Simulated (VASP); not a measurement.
# AlN (P6_3mc) in VASP: settings compared, part 2 of 2

VASP 6.6.1.

### Step 3. Band structure, HSE03

Contents of POSCAR:

```
AlN
1.0
    3.1130000000      0.0000000000      0.0000000000
   -1.5565000000      2.6959370820      0.0000000000
    0.0000000000      0.0000000000      4.9810000000
Al N
2 2
Direct
    0.6666666667      0.3333333333      0.5000000000
    0.3333333333      0.6666666667      0.0000000000
    0.6666666667      0.3333333333      0.8800000000
    0.3333333333      0.6666666667      0.3800000000
```

Contents of INCAR.step1:

```
PREC = Accurate ; ENCUT = 520
EDIFF = 1E-5 ; ISMEAR = 0
SIGMA = 0.02 ; LREAL = F
LASPH = T ; NELM = 100
ALGO = Normal ; ISIF = 2
LWAVE = T ; LCHARG = F
GGA = PE ; KPAR = 4
```

Contents of INCAR.step2:

```
PREC = Accurate ; ENCUT = 520
EDIFF = 1E-6 ; ISMEAR = 0
SIGMA = 0.02 ; LREAL = F
LASPH = T ; NELM = 100
ALGO = Normal ; ISIF = 2
LWAVE = F ; LCHARG = F
GGA = PE ; LHFCALC = T
HFSCREEN = 0.3 ; PRECFOCK = Fast
ISTART = 1 ; KPAR = 4
```

Contents of KPOINTS:

```
regular mesh
0
Gamma
  6 6 4
```

Contents of KPOINTS_OPT:

```
path GMKGALHA,LM,KH
8
line-mode
reciprocal
 0.0000000000  0.0000000000  0.0000000000  G
 0.5000000000  0.0000000000  0.0000000000  M

 0.5000000000  0.0000000000  0.0000000000  M
 0.3333333333  0.3333333333  0.0000000000  K

 0.3333333333  0.3333333333  0.0000000000  K
 0.0000000000  0.0000000000  0.0000000000  G

 0.0000000000  0.0000000000  0.0000000000  G
 0.0000000000  0.0000000000  0.5000000000  A

 0.0000000000  0.0000000000  0.5000000000  A
 0.5000000000  0.0000000000  0.5000000000  L

 0.5000000000  0.0000000000  0.5000000000  L
 0.3333333333  0.3333333333  0.5000000000  H

 0.3333333333  0.3333333333  0.5000000000  H
 0.0000000000  0.0000000000  0.5000000000  A

 0.5000000000  0.0000000000  0.5000000000  L
 0.5000000000  0.0000000000  0.0000000000  M

 0.3333333333  0.3333333333  0.0000000000  K
 0.3333333333  0.3333333333  0.5000000000  H
```

Potentials or basis: VASP PAW PBE potentials, release 64 (Al, N).

On the command line:

```bash
$ cat potpaw_PBE.64/Al/POTCAR potpaw_PBE.64/N/POTCAR > POTCAR
$ cp INCAR.step1 INCAR
$ mpirun -np 4 vasp_std > vasp.out
$ cp INCAR.step2 INCAR
$ mpirun -np 4 vasp_std > vasp.out
```

OUTCAR:

```text
PREC = Accurate
   ENCUT = 520
   EDIFF = 1E-6
   ISMEAR = 0
   LREAL = F
   LASPH = T
   NELM = 100
   ISIF = 2
   GGA = PE
   LHFCALC = T
   HFSCREEN = 0.3
   PRECFOCK = Fast
   ISTART = 1

 ion  position               nearest neighbor table
   1  0.667  0.333  0.500-   3 1.89   4 1.89   4 1.89   4 1.89   2 3.07   2 3.07   2 3.07   2 3.07
                             2 3.07   2 3.07
   2  0.333  0.667  0.000-   4 1.89   3 1.89   3 1.89   3 1.89   1 3.07   1 3.07   1 3.07   1 3.07
                             1 3.07   1 3.07
   3  0.667  0.333  0.880-   1 1.89   2 1.89   2 1.89   2 1.89
   4  0.333  0.667  0.380-   2 1.89   1 1.89   1 1.89   1 1.89

  LATTYP: Found a hexagonal cell.
 ALAT       =     3.1130000000
 C/A-ratio  =     1.6000642467

  Lattice vectors:

 A1 = (   3.1130000000,   0.0000000000,   0.0000000000)
 A2 = (  -1.5565000000,   2.6959370820,   0.0000000000)
 A3 = (   0.0000000000,   0.0000000000,   4.9810000000)

Analysis of symmetry for initial positions (statically):
=====================================================================
 Subroutine PRICEL returns:
 Original cell was already a primitive cell.

 Routine SETGRP: Setting up the symmetry group for a
 hexagonal supercell.

 Subroutine GETGRP returns: Found 12 space group operations
 (whereof  6 operations were pure point group operations)
 out of a pool of 24 trial point group operations.

The static configuration has the point symmetry C_3v.
 The point group associated with its full space group is C_6v.

Analysis of symmetry for dynamics (positions and initial velocities):
=====================================================================
 Subroutine PRICEL returns:
 Original cell was already a primitive cell.

 Routine SETGRP: Setting up the symmetry group for a
 hexagonal supercell.

 Subroutine GETGRP returns: Found 12 space group operations
 (whereof  6 operations were pure point group operations)
 out of a pool of 24 trial point group operations.

The dynamic configuration has the point symmetry C_3v.
 The point group associated with its full space group is C_6v.

 Subroutine INISYM returns: Found 12 space group operations
 (whereof  6 operations are pure point group operations),
 and found     1 'primitive' translations

----------------------------------------------------------------------------------------

                                     Primitive cell

  volume of cell :      41.8028

  direct lattice vectors                    reciprocal lattice vectors
     3.113000000  0.000000000  0.000000000     0.321233537  0.185464269  0.000000000
    -1.556500000  2.695937082  0.000000000     0.000000000  0.370928538  0.000000000
     0.000000000  0.000000000  4.981000000     0.000000000  0.000000000  0.200762899

  length of vectors
     3.113000000  3.113000000  4.981000000     0.370928538  0.370928538  0.200762899

  position of ions in fractional coordinates (direct lattice)
     0.666666667  0.333333333  0.500000000
     0.333333333  0.666666667  0.000000000
     0.666666667  0.333333333  0.880000000
     0.333333333  0.666666667  0.380000000

  ion indices of the primitive-cell ions
   primitive index   ion index
                 1           1
                 2           2
[... 62 lines left out ...]
   ISTART =      1    job   : 0-new  1-cont  2-samecut
   ICHARG =      0    charge: 1-file 2-atom 10-const
   ISPIN  =      1    spin polarized calculation?
   LNONCOLLINEAR =      F non collinear calculations
   LSORBIT =      F    spin-orbit coupling
   LASPH  =      T    aspherical Exc in radial PAW
   ENCUT  =  520.0 eV  38.22 Ry    6.18 a.u.   5.79  5.79  9.26*2*pi/ulx,y,z
   NELM   =    100;   NELMIN=  2; NELMDL=  0     # of ELM steps
   EDIFF  = 0.1E-05   stopping-criterion for ELM
   LREAL  =      F    real-space projection
   EDIFFG = 0.1E-04   stopping-criterion for IOM
   NSW    =      0    number of steps for IOM
   IBRION =     -1    ionic relax: 0-MD 1-quasi-New 2-CG
   NFREE  =      0    steps in history (QN), initial steepest desc. (CG)
   ISIF   =      2    stress and relaxation
   ISYM   =      3    0-nonsym 1-usesym 2-fastsym
   POTIM  = 0.5000    time-step for ionic-motion
   TEBEG  =    0.0;   TEEND  =   0.0 temperature during run
   PSTRESS=    0.0 pullay stress
   NELECT =      16.0000    total number of electrons
   NUPDOWN=      -1.0000    fix difference up-down
   EMIN   =  10.00;   EMAX   =-10.00  energy-range for DOS
   EFERMI =   0.00;   METHOD = LEGACY
   ISMEAR =     0;   SIGMA  =   0.02  broadening in eV -4-tet -1-fermi 0-gaus
   EFERMI_NEDOS =   21; number of points for ismear=-14 and -15
   IALGO  =     38    algorithm
   IMIX   =      1    mixing-type and parameters
     AMIX     =   0.40;   BMIX     =  1.00
     AMIX_MAG =   1.60;   BMIX_MAG =  1.00
  volume/ion in A,a.u.               =      10.45        70.52
  Fermi-wavevector in a.u.,A,eV,Ry     =   1.188629  2.246183 19.222843  1.412839
  Thomas-Fermi vector in A             =   2.324754
   LORBIT       =      0    0 simple, 1 ext, 2 COOP (PROOUT), +10 PAW based schemes
   GGA     = PE    functional components
   LHFCALC =     T    Hartree Fock is set to
   PRECFOCK=fast      Normal, Fast or Accurate (Low or Medium for compatibility)
   ENCUT4O =  -1.0   cutoff for four orbital integrals eV
   NKREDX  =     1    reduce k-point grid by
   NKREDY  =     1    reduce k-point grid by
   NKREDZ  =     1    reduce k-point grid by
   AEXX    =    0.2500 exact exchange contribution
   HFSCREEN=    0.3000 screening length (either q_TF or 0.3 A-1)
   HFSCREENC=   0.3000 screening length for correlation (either q_TF or 0.3 A-1)
   ENCUTFOCK=  -1.0 apply spherical cutoff to Coloumb kernel
   IVDW    =     0    specifies the selected vdW correction
   LEPSILON=     F    determine dielectric tensor
   LRPA    =     F    only Hartree local field effects (RPA)
 non-spin polarized calculation
 Gauss-broadening in eV      SIGMA  =   0.02
  energy-cutoff  :      520.00
  volume of cell :       41.80
 maximum number of plane-waves:      1152
 NGX is ok and might be reduce to    24
  NGX = 14; NGY = 14; NGZ = 24

 number of electron      15.9999997 magnetization

 Free energy of the ion-electron system (eV)
  ---------------------------------------------------
  ext. energy  EPLUGINS =         0.00000000
  ---------------------------------------------------
  free energy    TOTEN  =       -34.16726160 eV

  energy without entropy =      -34.16726160  energy(sigma->0) =      -34.16726160

 E-fermi :   5.4657     XC(G=0):  -9.1381

 val. band max:        5.3523241888   @ k =   0.0000   0.0000   0.0000
 cond. band min:      10.6979710837   @ k =   0.0000   0.0000   0.0000
 fundamental gap:      5.3456468950
 Fermi energy:         5.4657335785

 k-point     1 :       0.0000    0.0000    0.0000
  band No.  band energies     occupation
      1     -11.2538      2.00000
      2      -8.9739      2.00000
      3      -1.0695      2.00000
      4       4.4401      2.00000
      5       4.4401      2.00000
      6       5.1603      2.00000
      7       5.1603      2.00000
      8       5.3523      2.00000
      9      10.6980      0.00000
     10      13.2291      0.00000
     11      17.5345      0.00000
     12      17.8616      0.00000
[... 286 lines left out ...]
 k-point    21 :       0.3333    0.3333    0.5000
  band No.  band energies     occupation
      1      -8.5584      2.00000
      2      -8.5584      2.00000
      3       0.1702      2.00000
      4       0.1702      2.00000
      5       1.2607      2.00000
      6       1.2607      2.00000
      7       4.4926      2.00000
      8       4.4926      2.00000
      9      14.0223      0.00000
     10      14.0223      0.00000
     11      14.4568      0.00000
     12      14.4568      0.00000

------------------------ aborting loop because EDIFF is reached ----------------------------------------

  FORCE on cell =-STRESS in cart. coord.  units (eV):
  Direction    XX          YY          ZZ          XY          YZ          ZX
  --------------------------------------------------------------------------------------
  -------------------------------------------------------------------------------------
  Total       -0.5207168     -0.5207168     -0.0980076      0.0000000      0.0000000     -0.0000000
  in kB      -19.9575288    -19.9575288     -3.7563412      0.0000000      0.0000000     -0.0000000
  external PRESSURE =     -14.5571329 kB  Pullay stress =       0.0000000 kB

 VOLUME and BASIS-vectors are now :
 -----------------------------------------------------------------------------
  energy-cutoff  :      520.00
  volume of cell :       41.80
      direct lattice vectors                 reciprocal lattice vectors
     3.113000000  0.000000000  0.000000000     0.321233537  0.185464269  0.000000000
    -1.556500000  2.695937082  0.000000000     0.000000000  0.370928538  0.000000000
     0.000000000  0.000000000  4.981000000     0.000000000  0.000000000  0.200762899

 POSITION                                       TOTAL-FORCE (eV/Angst)
 -----------------------------------------------------------------------------------
      1.55650      0.89865      2.49050        -0.000000     -0.000000     -0.128269
     -0.00000      1.79729      0.00000        -0.000000      0.000000     -0.128269
      1.55650      0.89865      4.38328        -0.000000     -0.000000      0.128269
     -0.00000      1.79729      1.89278         0.000000      0.000000      0.128269
 -----------------------------------------------------------------------------------
    total drift:                               -0.000000     -0.000000      0.000179

  FREE ENERGIE OF THE ION-ELECTRON SYSTEM (eV)
  ---------------------------------------------------
  free  energy   TOTEN  =       -34.1672616018 eV

  energy  without entropy=      -34.1672616018  energy(sigma->0) =      -34.16726160
```

It took 6.6 min on 4 MPI ranks of Intel Xeon Platinum 8488C (Sapphire Rapids), shared host; peak memory 0.29 GiB.

Results:

```yaml
Free_energy: -34.1673 eV
Pressure: -1.5 GPa
Largest_force: 0.128 eV/Å
Band_gap_on_the_k_mesh: 5.35 eV, direct
Band_gap_along_the_path: 5.35 eV, direct
```

Forces in eV/Å, atoms in the order of the input:
```
Al   0.000  0.000 -0.128
Al   0.000  0.000 -0.128
N    0.000  0.000  0.128
N    0.000  0.000  0.128
```

Levels at the corners of the path, in eV from the valence-band top:
```csv
point,band 4,band 5,band 6,band 7,band 8,band 9,band 10,band 11,band 12
Γ,-0.91,-0.91,-0.19,-0.19,0.00,5.35,7.88,12.20,12.51
M,-4.45,-3.59,-2.25,-1.87,-0.72,6.94,6.94,9.48,11.82
M,-4.45,-3.59,-2.25,-1.87,-0.72,6.94,6.94,9.48,11.83
K,-4.04,-4.04,-2.61,-2.56,-2.56,6.13,9.71,11.11,11.11
K,-4.04,-4.04,-2.61,-2.56,-2.56,6.13,9.71,11.11,11.11
Γ,-0.91,-0.91,-0.19,-0.19,0.00,5.35,7.88,12.18,12.51
Γ,-0.91,-0.91,-0.19,-0.19,0.00,5.35,7.88,12.19,12.51
A,-3.54,-0.56,-0.56,-0.56,-0.56,7.69,7.69,11.75,11.75
A,-3.54,-0.56,-0.56,-0.56,-0.56,7.69,7.69,11.75,11.75
L,-5.99,-1.57,-1.57,-1.46,-1.46,6.43,6.43,10.56,10.56
L,-5.99,-1.57,-1.57,-1.46,-1.46,6.43,6.43,10.56,10.56
H,-5.18,-4.09,-4.09,-0.86,-0.86,8.67,8.67,9.10,9.10
H,-5.18,-4.09,-4.09,-0.86,-0.86,8.67,8.67,9.10,9.10
A,-3.54,-0.56,-0.56,-0.56,-0.56,7.69,7.69,11.75,11.75
L,-5.99,-1.57,-1.57,-1.46,-1.46,6.43,6.43,10.56,10.56
M,-4.45,-3.59,-2.25,-1.87,-0.72,6.94,6.94,9.48,11.89
K,-4.04,-4.04,-2.61,-2.56,-2.56,6.13,9.71,11.11,11.11
H,-5.18,-4.09,-4.09,-0.86,-0.86,8.67,8.67,9.10,9.10
```

Caveat: the PAW data sets were made with another functional, which shifts forces and pressure a little.

### Step 4. The reference run

An earlier run on the cell as given: functional PBE; potentials or basis VASP PAW PBE potentials, release 64 (Al, N); cutoff 520 eV; k mesh 10 × 10 × 6; occupations fermi-dirac, width 0.05 eV; no spin polarisation.

- Pressure: 3.5 GPa
- Largest force: 0.129 eV/Å
- Band gap on the k mesh: 4.22 eV, direct

### Step 5. How close it comes

Step 3. Measured gap of AlN: 6.0343 eV (an exciton energy, a little under the gap; 0 K; quoted in “Structural and optical properties of self-assembled AlN nanowires grown on SiO2/Si substrates by molecular beam epitaxy”, 2024, arxiv:2402.00216). This calculation gives 5.35 eV (-0.69 eV). 2 values of this kind are on record (6.034 to 6.0343 eV); this one was drawn at random. The value is that of HSE03, without temperature or zero-point motion.
